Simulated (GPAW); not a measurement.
## How the form of the self-energy moves the gap of FeS2 (Marcasite)

Wanted: the gap of FeS2 (Marcasite) under several approximations, with cost.

Method: LDA and many-body steps on it, plane waves, in GPAW 26.7.0.

The database entry behind the starting cell differs from later determinations by our own check (an axis about 0.6 % short against later determinations), so it need not match the best structure at ambient conditions.

**1. The structure**

It takes space group Pnnm (No. 58, orthorhombic). Conventional cell: a = 4.440 Å, b = 5.390 Å, c = 3.370 Å, α = 90.00°, β = 90.00°, γ = 90.00°. Nearest to Fe lie 6 S at 2.21 to 2.24 Å. Nearest to S lie 3 Fe at 2.21 to 2.24 Å and 1 S at 2.25 Å. Farther neighbours and most contacts between anions are not listed.

As a file:

```cif
data_structure
_symmetry_space_group_name_H-M 'Pnnm'
_symmetry_Int_Tables_number 58
_cell_length_a 4.4400
_cell_length_b 5.3900
_cell_length_c 3.3700
_cell_angle_alpha 90.000
_cell_angle_beta 90.000
_cell_angle_gamma 90.000
_cell_volume 80.65
loop_
_atom_site_label
_atom_site_type_symbol
_atom_site_symmetry_multiplicity
_atom_site_Wyckoff_symbol
_atom_site_fract_x
_atom_site_fract_y
_atom_site_fract_z
_atom_site_occupancy
Fe1 Fe 2 a 0.00000 0.00000 0.00000 1
S1 S 4 g 0.20300 0.37500 0.00000 1
```

The cell and positions come from the Crystallography Open Database and are kept as given unless a step says otherwise.

**2. Empty states on the mesh, 2×2×4 mesh, 105 bands**

This step: GPAW 26.7.0; DFT, LDA, plane waves, PAW.

The sums over transitions need many empty states on a uniform mesh; this step solves for them.

File run.py:

```python
import json
import numpy as np
from gpaw.mpi import world
from gpaw import GPAW

calc = GPAW('gs.gpw').fixed_density(kpts={'size': (2, 2, 4), 'gamma': True},
    nbands=122,
    convergence={'bands': 105},
    txt='nscf.txt')
calc.write('full.gpw', mode='all')
res = {}
kpts = calc.get_ibz_k_points()
res['kpts'] = kpts
res['eigenvalues'] = [calc.get_eigenvalues(kpt=k) for k in range(len(kpts))]
res['n_electrons'] = calc.get_number_of_electrons()

if world.rank == 0:
    with open('result.json', 'w') as f:
        json.dump(res, f, default=lambda x: x.tolist())
```

The run is started by

```console
$ mpirun -n 4 gpaw python run.py
```

Numbers of over 12 decimals in the logs are rounded to 6 here.

The log of the run:

```text
Diagonalizing LCAO Hamiltonian
Converting LCAO to pw mode
convergence criteria:
- Maximum integral of absolute [eigenst]ate change: 4e-08 eV^2 / valence electron
maximum number of iterations: 100

SCF iterations
|iter     |     time |      energy | eigst |  dens |
|iter:   1|  |             | +4.03 |       |
|iter:   2|  |             | +2.92 |       |
|iter:   3|  |             | +1.79 |       |
[...]
|iter:  16|  |             | -6.79 |       |
|iter:  17|  |             | -7.13 |       |
|iter:  18|  |             | -7.41c|       |
SCF steps: 18
  __  _  _
 | _ |_)|_||  |
 |__||  | ||/\| - 26.7.0

Input parameters:
  mode=PW(ecut=600.0),
  convergence={'bands': 105},
  gpts=array([27, 32, 20]),
  kpts=MonkhorstPack(size=(2, 2, 4), gamma=True),
  maxiter=100,
  nbands=122,
  occupations=Occupations(name='fermi-dirac', width=0.001, fixmagmom=False),
  parallel={},
  xc=XC(name='LDA')
# Writing to full.gpw (mode='all')
  [... matrices ...]

timing:  # [seconds]
  Total: 0.062  # ━━━━━━━━━━━━━━━━━━━━━━━━━━━━━━━━━━━━━━━━━━━━━━━━━━━━━━━━━━━
```

It took 30 s on 4 MPI ranks of Arm Neoverse V2, shared host; peak memory 0.9 GiB; 2 min of CPU time.

This step gave:

- gap: 0.7702 eV
- k of the valence top: 0, 0.5, 0.25
- k of the conduction bottom: 0, 0.5, 0.5
- least direct gap: 1.114 eV
- k points computed: 12
- lowest point of the top converged band, above the valence top: 44.15 eV

On this mesh the gap is 0.770 eV.

**3. G0W0, Godby-Needs plasmon pole**

Now the one-shot GW correction: screening in the RPA, then the self-energy of the levels asked for.

This step: G0W0 on LDA, plane waves, PAW.

File run.py:

```python
import json
import numpy as np
from gpaw.mpi import world
from gpaw.response.g0w0 import G0W0

gw = G0W0('full.gpw',
    filename='gw',
    kpts=[0, 4, 5],
    bands=(18, 22),
    ecut=65,
    nbands=95,
    integrate_gamma='WS',
    ppa=True)
gw.calculate()
res = {mode: {k: v for k, v in r.items() if k != 'sigma_eskwn'}
       for mode, r in gw.all_results.items()}

if world.rank == 0:
    with open('result.json', 'w') as f:
        json.dump(res, f, default=lambda x: x.tolist())
```

The run is started by

```console
$ mpirun -n 4 gpaw python run.py
```

The log of the run:

```text
Using integrator: PointIntegrator
FrequencyGridDescriptor(from 0.000+0.000j to 0.000+27.211j eV, 2 points)
Nonperiodic BCs:  [False False False]
Using integrator: PointIntegrator
FrequencyGridDescriptor(from 0.000+0.000j to 0.000+27.211j eV, 2 points)
Nonperiodic BCs:  [False False False]
  ___  _ _ _
 |   || | | |
 | | || | | |
 |__ ||_____|
 |___|

BZ k-points: Symmetries present (total): 4

  [... matrices ...]
16 k-points: 2 x 2 x 4 Monkhorst-Pack grid + [1/4,1/4,1/8]
12 k-points in the irreducible part of the Brillouin zone
       k-points in crystal coordinates                weights
   0:     0.00000000    0.00000000    0.00000000          1/16
   1:     0.00000000    0.00000000    0.25000000          2/16
   2:     0.00000000    0.00000000    0.50000000          1/16
   3:     0.00000000    0.50000000    0.00000000          1/16
   4:     0.00000000    0.50000000    0.25000000          2/16
   5:     0.00000000    0.50000000    0.50000000          1/16
   6:     0.50000000    0.00000000    0.00000000          1/16
   7:     0.50000000    0.00000000    0.25000000          2/16
   8:     0.50000000    0.00000000    0.50000000          1/16
   9:     0.50000000    0.50000000    0.00000000          1/16
          ...
  11:     0.50000000    0.50000000    0.50000000          1/16

Distributing spins, k-points and bands (1 x 3 x 4) over 4 processes
Number of blocks: 1

Quasi particle states:
k-points (IBZ indices): [0, 4, 5]
Band range: (18, 22)
  [... matrices ...]
Computational parameters:
Plane wave cut-off: 65 eV
Number of bands: 95
Coulomb cutoff: None
Broadening: 0.1 eV

fxc modes: GW
Kernel: RPA
Using Godby-Needs plasmon-pole approximation:
  Fitting energy: i*E0, E0 = 1.000 Hartree
Summing all q:

Calculating screened Coulomb potential
No Coulomb truncation
FrequencyGridDescriptor(from 0.000+0.000j to 0.000+27.211j eV, 2 points)
Removing empty qpoint cache files...

Calculating chi0 body with:
    Ground state adapter containing:
    Number of spins: 1
    Number of kpoints: 16
    Number of irreducible kpoints: 12
    Number of completely occupied states: 20
    Number of partially occupied states: 20
    Occupied states memory: 5.2734375 M / cpu

    Linear response parametrization:
    q_c: [0.0, 0.0, 0.0]
    Number of frequency points: 2
    Planewave cutoff: 65.0
    Number of bands: 95
    Number of planewaves: 95
    Broadening (eta): 1e-06
    comm.size: 4
    kncomm.size: 4
    blockcomm.size: 1

    Memory estimate of potentially large arrays:
        chi0_wGG: 0.275421 M / cpu
Integrating chi0 body.

Symmetries of q_c:
    Direct symmetries (Uq -> q): 4
    Indirect symmetries (TUq -> q): 0
In total 4 allowed symmetries.

  [... matrices ...]
12 groups of equivalent kpoints. 25.0% reduction.

Integral kind: response function
Integrating chi0 head and wings.

Symmetries of q_c:
    Direct symmetries (Uq -> q): 4
    Indirect symmetries (TUq -> q): 0
In total 4 allowed symmetries.

  [... matrices ...]
12 groups of equivalent kpoints. 25.0% reduction.

Integral kind: response function wings

Calculating chi0 body with:
    Ground state adapter containing:
    Number of spins: 1
    Number of kpoints: 16
    Number of irreducible kpoints: 12
    Number of completely occupied states: 20
    Number of partially occupied states: 20
    Occupied states memory: 5.2734375 M / cpu

    Linear response parametrization:
[... the further q-points ...]

Results:
f:      Occupation numbers
eps:     KS-eigenvalues [eV]
vxc:     KS vxc [eV]
exx:     Exact exchange [eV]
sigma:   Self-energies [eV]
dsigma:  Self-energy derivatives
Z:       Renormalization factors
qp:      QP-energies [eV]

k-point 0 (0): (0.000, 0.000, 0.000)                GW
band       f     eps     vxc     exx   sigma  dsigma       Z      qp
                                                                   GW
  18   1.000   8.589 -29.479 -33.475   5.125  -0.423   0.703   9.382
  19   1.000   8.831 -28.649 -30.524   3.138  -0.397   0.716   9.735
  20   0.000  10.541 -16.007 -11.870  -3.081  -0.260   0.794  11.380
  21   0.000  10.759 -30.646 -25.785  -3.087  -0.395   0.717  12.030

k-point 1 (4): (0.000, 0.500, 0.250)                GW
band       f     eps     vxc     exx   sigma  dsigma       Z      qp
                                                                   GW
  18   1.000   9.371 -28.470 -33.068   5.499  -0.400   0.714  10.015
  19   1.000   9.371 -28.470 -33.068   5.502  -0.400   0.714  10.017
[...]
k-point 2 (5): (0.000, 0.500, 0.500)                GW
band       f     eps     vxc     exx   sigma  dsigma       Z      qp
                                                                   GW
[...]
19   1.000   9.027 -30.259 -35.777   6.504  -0.435   0.697   9.714
  20   0.000  10.141 -30.792 -24.912  -3.905  -0.396   0.716  11.556
  21   0.000  10.141 -30.792 -24.912  -3.899  -0.396   0.716  11.560
```

The job ended after 19 s (4 MPI ranks; peak memory 1.3 GiB; 74 s of CPU time).

This step gave:

- G0W0 gap on the points computed: 1.363 eV
- least direct G0W0 gap on the computed points: 1.644 eV
- Z at the valence top: 0.7142
- Z at the conduction bottom: 0.7935
- starting gap on the mesh: 0.7702 eV
- k of the valence top: 0, 0.5, 0.25
- k of the conduction bottom: 0, 0, 0

The gap on the mesh goes from 0.77 eV to 1.36 eV, a correction of +0.59 eV.

**4. G0W0, full frequency, Hilbert transform**

run.py, as its differences from that of step 3:

```diff
@@ -12,3 +12,5 @@
     integrate_gamma='WS',
-    ppa=True)
+    frequencies={'type': 'nonlinear', 'domega0': 0.1, 'omega2': 15.0},
+    eta=0.1,
+    nblocksmax=True)
 gw.calculate()
```

The run is started by

```console
$ mpirun -n 4 gpaw python run.py
```

The log of the run:

```text
Using integrator: PointIntegrator
NonLinearFrequencyDescriptor(from 0.000 to 59.417 eV, 226 points)
Nonperiodic BCs:  [False False False]
Using integrator: PointIntegrator
NonLinearFrequencyDescriptor(from 0.000 to 59.417 eV, 226 points)
Nonperiodic BCs:  [False False False]
  ___  _ _ _
 |   || | | |
 | | || | | |
 |__ ||_____|
 |___|

BZ k-points: Symmetries present (total): 4

  [... matrices ...]
16 k-points: 2 x 2 x 4 Monkhorst-Pack grid + [1/4,1/4,1/8]
12 k-points in the irreducible part of the Brillouin zone
       k-points in crystal coordinates                weights
   0:     0.00000000    0.00000000    0.00000000          1/16
   1:     0.00000000    0.00000000    0.25000000          2/16
   2:     0.00000000    0.00000000    0.50000000          1/16
[...]
9:     0.50000000    0.50000000    0.00000000          1/16
          ...
  11:     0.50000000    0.50000000    0.50000000          1/16

Distributing spins, k-points and bands (1 x 3 x 4) over 1 process
Number of blocks: 4

Quasi particle states:
k-points (IBZ indices): [0, 4, 5]
Band range: (18, 22)
  [... matrices ...]
Computational parameters:
Plane wave cut-off: 65 eV
Number of bands: 95
Coulomb cutoff: None
Broadening: 0.1 eV

fxc modes: GW
Kernel: RPA
Using full-frequency real axis integration
Summing all q:

Calculating screened Coulomb potential
No Coulomb truncation
NonLinearFrequencyDescriptor(from 0.000 to 59.417 eV, 226 points)
Removing empty qpoint cache files...

Calculating chi0 body with:
    Ground state adapter containing:
    Number of spins: 1
    Number of kpoints: 16
    Number of irreducible kpoints: 12
    Number of completely occupied states: 20
    Number of partially occupied states: 20
    Occupied states memory: 5.2734375 M / cpu

[...]
chi0_wGG: 7.780647 M / cpu
Integrating chi0 body.

Symmetries of q_c:
    Direct symmetries (Uq -> q): 4
    Indirect symmetries (TUq -> q): 0
In total 4 allowed symmetries.

  [... matrices ...]
12 groups of equivalent kpoints. 25.0% reduction.

Integral kind: spectral function
Integrating chi0 head and wings.

Symmetries of q_c:
    Direct symmetries (Uq -> q): 4
    Indirect symmetries (TUq -> q): 0
In total 4 allowed symmetries.

  [... matrices ...]
12 groups of equivalent kpoints. 25.0% reduction.

Integral kind: spectral function wings

Calculating chi0 body with:
    Ground state adapter containing:
    Number of spins: 1
    Number of kpoints: 16
    Number of irreducible kpoints: 12
    Number of completely occupied states: 20
    Number of partially occupied states: 20
    Occupied states memory: 5.2734375 M / cpu

    Linear response parametrization:
[... the further q-points ...]

Results:
f:      Occupation numbers
eps:     KS-eigenvalues [eV]
vxc:     KS vxc [eV]
exx:     Exact exchange [eV]
sigma:   Self-energies [eV]
dsigma:  Self-energy derivatives
Z:       Renormalization factors
qp:      QP-energies [eV]

k-point 0 (0): (0.000, 0.000, 0.000)                GW
band       f     eps     vxc     exx   sigma  dsigma       Z      qp
                                                                   GW
  18   1.000   8.589 -29.479 -33.475   5.173  -0.543   0.648   9.351
  19   1.000   8.831 -28.649 -30.524   3.175  -0.486   0.673   9.706
  20   0.000  10.541 -16.007 -11.870  -3.077  -0.319   0.758  11.345
[...]
k-point 1 (4): (0.000, 0.500, 0.250)                GW
band       f     eps     vxc     exx   sigma  dsigma       Z      qp
                                                                   GW
[...]
k-point 2 (5): (0.000, 0.500, 0.500)                GW
band       f     eps     vxc     exx   sigma  dsigma       Z      qp
                                                                   GW
[...]
20   0.000  10.141 -30.792 -24.912  -3.902  -0.470   0.680  11.486
  21   0.000  10.141 -30.792 -24.912  -3.897  -0.470   0.680  11.490
```

Run time: 33 s. Hardware: 4 MPI ranks; peak memory 1.3 GiB; 2.2 min of CPU time.

This step gave:

- G0W0 gap on the points computed: 1.367 eV
- least direct G0W0 gap on the computed points: 1.639 eV
- Z at the valence top: 0.6700
- Z at the conduction bottom: 0.7583
- starting gap on the mesh: 0.7702 eV
- k of the valence top: 0, 0.5, 0.25
- k of the conduction bottom: 0, 0, 0

Against G0W0 in GPAW (2×2×4 mesh, 95 bands, screening to 65 eV, Godby-Needs plasmon pole), the gap moves by +0.004 eV.

**5. G0W0, multipole**

run.py, as its differences from that of step 4:

```diff
@@ -12,5 +12,3 @@
     integrate_gamma='WS',
-    frequencies={'type': 'nonlinear', 'domega0': 0.1, 'omega2': 15.0},
-    eta=0.1,
-    nblocksmax=True)
+    mpa={'npoles': 4, 'wrange': [0, 40], 'varpi': 20.0, 'eta0': 0.01, 'eta_rest': 1.0, 'alpha': 1})
 gw.calculate()
```

The run is started by

```console
$ mpirun -n 4 gpaw python run.py
```

The log of the run:

```text
Using integrator: PointIntegrator
FrequencyGridDescriptor(from 0.000+0.010j to 40.000+20.000j eV, 8 points)
Nonperiodic BCs:  [False False False]
Using integrator: PointIntegrator
FrequencyGridDescriptor(from 0.000+0.010j to 40.000+20.000j eV, 8 points)
Nonperiodic BCs:  [False False False]
  ___  _ _ _
 |   || | | |
 | | || | | |
 |__ ||_____|
 |___|

BZ k-points: Symmetries present (total): 4

  [... matrices ...]
16 k-points: 2 x 2 x 4 Monkhorst-Pack grid + [1/4,1/4,1/8]
12 k-points in the irreducible part of the Brillouin zone
[...]
20   0.000  10.541 -16.007 -11.870  -3.077  -0.298   0.770  11.358
[...]
k-point 1 (4): (0.000, 0.500, 0.250)                GW
band       f     eps     vxc     exx   sigma  dsigma       Z      qp
                                                                   GW
[...]
k-point 2 (5): (0.000, 0.500, 0.500)                GW
band       f     eps     vxc     exx   sigma  dsigma       Z      qp
                                                                   GW
[...]
20   0.000  10.141 -30.792 -24.912  -3.901  -0.452   0.689  11.504
  21   0.000  10.141 -30.792 -24.912  -3.896  -0.452   0.689  11.507
```

Elapsed: 24 s, on 4 MPI ranks; peak memory 1.2 GiB; 94 s of CPU time.

This step gave:

| Quantity | Value |
| --- | --- |
| G0W0 gap on the points computed | 1.365 eV |
| least direct G0W0 gap on the computed points | 1.639 eV |
| starting gap on the mesh | 0.7702 eV |
| k of the valence top | 0, 0.5, 0.25 |
| k of the conduction bottom | 0, 0, 0 |

Against G0W0 in GPAW (2×2×4 mesh, 95 bands, screening to 65 eV, Godby-Needs plasmon pole), the gap moves by +0.003 eV.

**6. The runs together**

Times are wall times on 4 MPI ranks of Arm Neoverse V2, shared host, good to a factor of about two.

```csv
run,mesh,bands,screening cutoff (eV),DFT gap (eV),gap on the mesh (eV),direct (eV),time
"G0W0, Godby-Needs plasmon pole",2×2×4,95,65,0.770,1.363,1.644,19 s
"G0W0, full frequency, Hilbert transform",2×2×4,95,65,0.770,1.367,1.639,33 s
"G0W0, multipole",2×2×4,95,65,0.770,1.365,1.639,24 s
```

**7. Summary of results**

- G0W0, Godby-Needs plasmon pole: 1.363 eV
- G0W0, full frequency, Hilbert transform: 1.367 eV
- G0W0, multipole: 1.365 eV
- known limits: not at the basis limit; no spin polarisation; d states lean on the start; coarse k mesh

In words: G0W0, full frequency, Hilbert transform: +0.004 eV against G0W0, Godby-Needs plasmon pole. G0W0, multipole: +0.003 eV against G0W0, Godby-Needs plasmon pole. Bands and cutoff are finite, so the gap is not at the basis limit. The miss can reach some tenths of an eV and take either sign; the mesh is an error of its own. These stock PAW sets were not made for GW. In the G0W0 runs levels were corrected at 3 k points alone, so a gap called «on the mesh» is the least over those, and an edge elsewhere would be missed. The 2×2×4 mesh is coarse for this cell, which bears on the long-range parts of exchange and screening. Mesh or cutoff lie under what a gap needs, so these runs test behaviour and cost; their gaps are not to be quoted. The runs have no spin polarisation. For a closed low-spin shell that is the natural state; where a d or f shell is open it is a constraint, and the gap is then not the crystal's own. With d states at the gap, one-shot GW leans hard on its start.

[Paths, hosts, dates, memory and timing lines, banners, echoed tables and standing remarks are left out of the program output.]

[Logs are printed without paths, hosts, clocks, repeated set-up lines and the standing remarks that a program may print on its own settings, such as how far it seeks lower states.]

[Runs of the session that timed out or met a known fault of the program may be left out.]

[Hosts, paths, dates, database ids (printed as entryN), source tags and the programs' standing remarks are cut or masked in the printed files.]
